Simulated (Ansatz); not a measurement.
# BeTe (F-43m) in Ansatz: a series of runs

One crystal, BeTe, is run at these levels: wPBEh; tasks: band structure, single point, equation of state.

Program: Ansatz 0.2.0. These are calculated values, not measurements. Logs are shortened: lines on timing, memory, paths and dates and some standing lists are left out, and cuts for length are marked.

**1. The crystal as given**

It takes space group F-43m (No. 216, cubic). The conventional cell has a = 5.540 Å, b = 5.540 Å, c = 5.540 Å, α = 90.00°, β = 90.00°, γ = 90.00°. Te (site symmetry -43m) is surrounded by 4 Be at 2.40 Å. Be (site symmetry -43m) is surrounded by 4 Te at 2.40 Å.

**2. Band structure, wPBEh**

Input file input.yaml:

```yaml
crystal:
  lattice:
    - [0.0, 2.77, 2.77]
    - [2.77, 0.0, 2.77]
    - [2.77, 2.77, 0.0]
  atoms:
    - { symbol: Te, position: [0.75, 0.75, 0.75] }
    - { symbol: Be, position: [0.0, 0.0, 0.0] }
hamiltonian:
  xc: wpbeh
  pseudopotentials: { kind: paw }
kpoints:
  mp_grid: { grid: [5, 5, 5] }
  band_path:
    path:
      - [[0.0, 0.0, 0.0], [0.5, 0.0, 0.5], [0.5, 0.25, 0.75], [0.375, 0.375, 0.75], [0.0, 0.0, 0.0], [0.5, 0.5, 0.5], [0.625, 0.25, 0.625], [0.5, 0.25, 0.75], [0.5, 0.5, 0.5], [0.375, 0.375, 0.75]]
      - [[0.625, 0.25, 0.625], [0.5, 0.0, 0.5]]
    npoints: 4
scf:
  occupations: { method: fermi_dirac, width: 0.05 }
  n_extra_bands: 6
output:
  forces: true
  stress: true
  eigenvalues: true
  fatbands: false
```

Potentials or basis: Ansatz PAW.

Command:

```console
$ ansatz run input.yaml --threads 2 --pin off --max-ram 5632MiB --backend cpu --events-out ev --progress --plain --runs-dir out
```

Log:

```text
Warning: output.stress: scf.convergence.dr2_threshold = 1e-7 eV (the SCF's general default) is looser than the 2e-10 eV advised for a printed stress (1e-10 eV for each atom of the cell: 2). What an SCF threshold leaves in a stress goes as its square root, and in the free energy as the threshold itself, and one threshold admits the most on a small cell: of the crystals measured, under no hybrid functional and no lock of the moments, on runs that ended without the residual-converged pass, on stresses that held no estimate of that error, the worst erred by over 100 MPa in a component at 1e-7 eV an atom and by under 5 at 1e-10. Set scf.convergence.dr2_threshold to 2e-10 eV or tighter. The threshold is an SCF's pass mark: one that does not reach it within its budget of iterations ends unconverged, or closes short of it on a stop that the run arms, and scf.convergence.dr2_threshold's page says what that costs each kind of run
Warning: output.stress: scf.exx.energy_threshold = 1e-6 eV is looser than the 2e-8 eV advised for a stress under a hybrid functional (1e-8 eV for each atom of the cell: 2). Every SCF of the exchange loop can meet its threshold on dr2 while the loop round them stops early: no threshold on dr2 bounds what that leaves in the stress. Set scf.exx.energy_threshold to 2e-8 eV or tighter. The threshold is the loop's pass mark: a loop that does not reach it within its budget of cycles ends unconverged, and scf.exx.energy_threshold's page has the law
Warning: RAYON_NUM_THREADS=2 ignored (pool sized by the plan → 2); use --threads N
scf.n_extra_bands = 6 over 9 filled bands (N_el = 18.0): the run solves 15 bands
Engine: ansatz 0.2.0, x86_64-unknown-linux-gnu
Pseudopotentials: kind: paw
Pseudopotential: Te, paw, valence charge 16, recommended cutoff 420 eV (normal), Te.paw.azcp
Pseudopotential: Be, paw, valence charge 2, recommended cutoff 420 eV (normal), Be.paw.azcp
Functional definition: wPBEh
  parameter a = 0.25
  parameter omega = 0.11/bohr
  exchange = wpbe_x - a*pbe_x_sr(omega) + a*exact_x_sr(omega)
  correlation = pbe_c
Crystal: 2 atoms, lattice volume = 42.508 Å³
Basis set: ecut = 420 eV, 869 PW (Γ), exchange–correlation on 54×54×54 points (8 copies of the dense FFT grid, shifted against one another)
Bands: 15, of which v1, the nominal top of the filled ones, is band 9 counted from 1 (8 counted from 0)
Symmetry: 24 space group operations
Space group: F-43m (ITA 216), of the structure as read, at distance tolerance 3.5e-5 Å
k-points: 10 of 125 (time reversal used)
Non-local potential: Te, projectors of the file, l = 0: 2, l = 1: 2, l = 2: 2, l = 3: 2
Non-local potential: Be, projectors of the file, l = 0: 2, l = 1: 2, l = 2: 1
PAW form: soft (Blöchl's): semilocal exchange-correlation on the pseudo side does not see the compensation charge
PAW frozen core: Te, regenerated for the run's functional, and the local potential with it (the file was generated under x = pbe(κ = 0.804, μ = 0.2195149727645171), c = pbe(β = 0.06672455060314922))
PAW frozen core: Be, regenerated for the run's functional, and the local potential with it (the file was generated under x = pbe(κ = 0.804, μ = 0.2195149727645171), c = pbe(β = 0.06672455060314922))
PAW one-centre angular grid: Te, 590 points (default); XC on 64 Gauss nodes
PAW one-centre angular grid: Be, 110 points (default); XC on 64 Gauss nodes
Initial density: superposition of atomic densities (neutral atoms: chi_scale 0, normalization atom), corrected by the library's trained network
Initial wavefunctions: pseudopotential atomic-orbital guess
Functional: x = wpbeh, c = pbe(β = 0.06672455060314922), warm-up for x = wpbeh + 0.25 (exact − pbe) at short range (hse, ω = 0.20786987370883472 Å⁻¹), c = pbe(β = 0.06672455060314922); HSE06 as its authors and Libxc compose it (pw.x's `hse`: `xc: hse06`)
SCF iter   1: F=—  HF=-7069.971786 eV  |F-HF|=—  |Δ(HF+E_count)|=         —  Δρ=8.20e-4  dr2=4.01e-4  ethr=1.77e-3  ⟨swp⟩=9.7  Hψ=780  notcnv=0
preconditioner: auto → none  [insulator: Δε(μ)=1.965 eV  Ē_g=12.169 eV  σ=0.050 eV  W_gap=1.00  n_scr=14 (ndim 8)  ℏωp=16.1 eV  f_vac=0.007  D(μ)=0.00/eV (n_scr^D=0)]
iter 2 solved again at ethr=9.23e-8 eV; its pass at ethr=2.23e-6 eV (dr2=1.66e-5 eV) is discarded
SCF iter   2: F=-7069.971879 eV  HF=-7069.971846 eV  |F-HF|=3.23e-5  |Δ(HF+E_count)|=   6.08e-5  Δρ=2.35e-4  dr2=1.68e-5  ethr=9.23e-8  ⟨swp⟩=2.8  Hψ=643  notcnv=0
SCF 1 stopped early in 2 iterations: F = -7069.971879 eV  dr2 = 1.68e-5
[... 18 lines left out ...]
SCF iter   2: F=—  HF=-7074.730117 eV  |F-HF|=—  |Δ(HF+E_count)|=   2.27e-7  Δρ=1.62e-5  dr2=1.03e-7  ethr=6.22e-9  ⟨swp⟩=3.0  Hψ=326  notcnv=0
SCF iter   3: F=—  HF=-7074.730118 eV  |F-HF|=—  |Δ(HF+E_count)|=   3.19e-7  Δρ=7.45e-6  dr2=2.66e-8  ethr=3.34e-10  ⟨swp⟩=3.9  Hψ=389  notcnv=0
SCF iter   4: F=-7074.730118 eV  HF=-7074.730118 eV  |F-HF|=1.03e-10  |Δ(HF+E_count)|=   9.02e-9  Δρ=1.30e-6  dr2=7.11e-10  ethr=1.36e-10  ⟨swp⟩=3.1  Hψ=295  notcnv=0  defer=1
SCF 3 converged in 4 iterations: F = -7074.730118 eV  dr2 = 7.11e-10
  Residual-converged pass: ⟨swp⟩=3.1  Hψ=292  notcnv=0  max |occ|·‖R‖ = 2.3e-6 eV (tolerance 2.4e-6 eV)  dr2=6.84e-10  dr2_onsite=8.79e-11  max |Δocc| = 7.1e-20
hybrid outer 2: dexx = +4.103e-7 eV, tail = 9.41e-9 eV, Δε = 2.75e-3 eV (about 8.67e-5 eV left of the loop's levels)
NSCF: frozen V_eff on 42 k-points
hybrid SCF converged: 2 outer / 9 inner (+2 warm-up), last move |dexx| = 4.10e-7 eV, tail = 9.41e-9 eV
Stability not checked: this state was not tested for a lower state beside it, because the functional holds exact exchange (a hybrid, or Hartree-Fock), whose exchange loop this test does not read (fock_operator; see scf.lower_state_search)
Free energy (F): -7074.730118 eV
Frozen-core exchange: fock
Harris-Foulkes:  -7074.730118 eV  (|F-HF|=1.03e-10)
Internal energy: -7074.730118 eV  (E = F + TS)
E sigma→0 (E₀):  -7074.730118 eV
Fermi energy:    9.018236 eV
--- Per-component energies (eV) ---
  E_band       = -292.066743
  E_kinetic    = 201.087776
  E_local      = -1326.888161  (includes V_loc(G=0)·N_el)
  E_nonlocal   = -305.381610
  E_hartree    = 840.866749
  E_xc         = -116.438333
  E_vxc        = -100.689413  (∫ρ·V_xc dr)
  E_exx        = -48.084827  (= α·E_x^exact, valence–valence)
  E_paw        = -4703.825635  (= ΣΔE_a)
  E_vpaw       = -345.759551  (= ΣTr[D̂ρ^β])
  E_aug_tail   = -0.000213  (compensation charges beyond the density's cutoff)
  E_ewald      = -1615.915793
  E_core_change = -0.150072  (= ΣΔE_core)
  E_smearing   = -0.000000  (= −TS)
  E_closure    = 0.000001  (closes the sum)
  Σ components = -7074.730118   (vs F -7074.730118, Δ=-9.09e-13)
--- Forces (eV/Å), atoms counted from 1 ---
  atom   1  Te    -0.00000000     0.00000000     0.00000000
  atom   2  Be    -0.00000000     0.00000000    -0.00000000
  max |Σ_I F_I| component: 2.72e-16 eV/Å
--- Stress (GPa, compression-positive) ---
        4.017180      -0.000000      -0.000000
       -0.000000       4.017180       0.000000
       -0.000000       0.000000       4.017180
  P = ⅓ Tr σ = 4.0172 GPa (40.172 kbar)
--- Band table (eV; the first three rows and the last of 10) ---
  k-point 0: bands = ["-30.9534", "-30.9534", "-30.9534", "-30.9353", "-30.9353", "-6.1424", "7.7110", "7.7110", "7.7110", "12.1319", "12.1319", "12.1319", "12.8773", "17.0871", "19.3388"]
  k-point 1: bands = ["-30.9524", "-30.9519", "-30.9519", "-30.9350", "-30.9350", "-5.6989", "4.8456", "7.1373", "7.1373", "12.0728", "12.9186", "12.9186", "15.3795", "17.8117", "17.8232"]
  k-point 2: bands = ["-30.9507", "-30.9498", "-30.9498", "-30.9340", "-30.9340", "-4.7077", "1.7671", "6.4877", "6.4877", "11.7907", "13.2058", "13.2058", "16.5512", "19.2189", "19.4756"]
  k-point 9: bands = ["-30.9514", "-30.9483", "-30.9451", "-30.9360", "-30.9330", "-4.0217", "2.3409", "3.6274", "4.7018", "13.0021", "13.5221", "14.3077", "17.3256", "18.6255", "20.5083"]
```

Run time: 2.2 min. Hardware: 2 threads of AMD EPYC 7B13 (Zen 3), shared host; peak memory 0.9 GiB.

What came out:

| Property | Result |
| --- | --- |
| Free energy | -7074.7301 eV |
| Pressure | 4.0 GPa |
| Band gap on the k mesh | 2.65 eV, indirect (least direct gap 4.42 eV) |
| Band gap along the path | 2.52 eV, indirect (least direct gap 4.42 eV) |

Levels at the corners of the path, in eV from the valence-band top:
```
point  band 7  band 8  band 9  band 10  band 11  band 12
    Γ    0.00    0.00    0.00     4.42     4.42     4.42
    X   -5.95   -3.08   -3.08     2.52     3.29    11.44
    W   -5.32   -4.30   -3.72     6.11     6.42     6.74
    K   -5.53   -4.51   -2.60     3.34     6.21     9.28
    Γ    0.00    0.00    0.00     4.42     4.42     4.42
    L   -6.46   -1.31   -1.31     4.04     5.46     5.46
    U   -5.53   -4.51   -2.60     3.34     6.21     9.28
    W   -5.32   -4.30   -3.72     6.11     6.42     6.74
    L   -6.46   -1.31   -1.31     4.04     5.46     5.46
    K   -5.53   -4.51   -2.60     3.34     6.21     9.28
    U   -5.53   -4.51   -2.60     3.34     6.21     9.28
    X   -5.95   -3.08   -3.08     2.52     3.29    11.44
```

Caveat: the k mesh misses the band edges, so the gap on the mesh is wider than the one along the path; spin-orbit coupling is left out, which moves the levels of the heavy elements; the PAW data sets come from PBE, with cores solved anew for the run's functional, which leaves a small shift of forces and pressure; the thresholds are loose for stress.

(Continued in part 2 of 2.)
